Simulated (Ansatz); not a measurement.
## Polymorphs of HfSi

Method: DFT r2SCAN, scalar-relativistic, plane waves, PAW in Ansatz. Settings: cutoff 500 eV, Γ-centred meshes no coarser than 0.19 Å⁻¹ for metals and 0.3 Å⁻¹ for insulators (2π included), Gaussian smearing.

Temperature and zero-point effects are left out. Only the structures computed here compete, so a lower one can exist. The k mesh leaves about 4 meV/atom of noise in metals. Spin–orbit coupling is left out. No run is spin-polarised.

```
#           started from       space group  atoms  V (Å³/atom)  ΔE (meV/atom)  gap on mesh (eV)
1          database cell     Pnma (No. 62)      8         16.9              0              0.00
2       CuAu (L1_0) type  P4/mmm (No. 123)      2         17.1            448              0.00
3  caesium chloride type   Pm-3m (No. 221)      2         17.5            661              0.00
4       zinc blende type   F-43m (No. 216)      2         27.6           1320              0.31
```

The lowest structure: Space group Pnma (No. 62), orthorhombic, a = 6.863 Å, b = 3.775 Å, c = 5.225 Å. Hf is coordinated by 7 Si at 2.70–2.88 Å (next Hf at 3.33 Å); around Si lie 2 Si at 2.45 Å and 7 Hf at 2.70–2.88 Å. Its energy against the elements is -0.86 eV/atom. Formation energies are uncorrected and refer to the lowest elemental structures computed at the same level.

```cif
data_structure
_symmetry_space_group_name_H-M 'Pnma'
_symmetry_Int_Tables_number 62
_cell_length_a 6.8628
_cell_length_b 3.7752
_cell_length_c 5.2250
_cell_angle_alpha 90.000
_cell_angle_beta 90.000
_cell_angle_gamma 90.000
_cell_volume 135.37
loop_
_atom_site_label
_atom_site_type_symbol
_atom_site_symmetry_multiplicity
_atom_site_Wyckoff_symbol
_atom_site_fract_x
_atom_site_fract_y
_atom_site_fract_z
_atom_site_occupancy
Hf1 Hf 4 c 0.17561 0.25000 0.12613 1
Si1 Si 4 c 0.04286 0.25000 0.63906 1
```

The second: Space group P4/mmm (No. 123), tetragonal, a = 2.969 Å, c = 3.872 Å. Hf is coordinated by 8 Si at 2.86 Å and 4 Hf at 2.97 Å; Si has 8 Hf at 2.86 Å and 4 Si at 2.97 Å.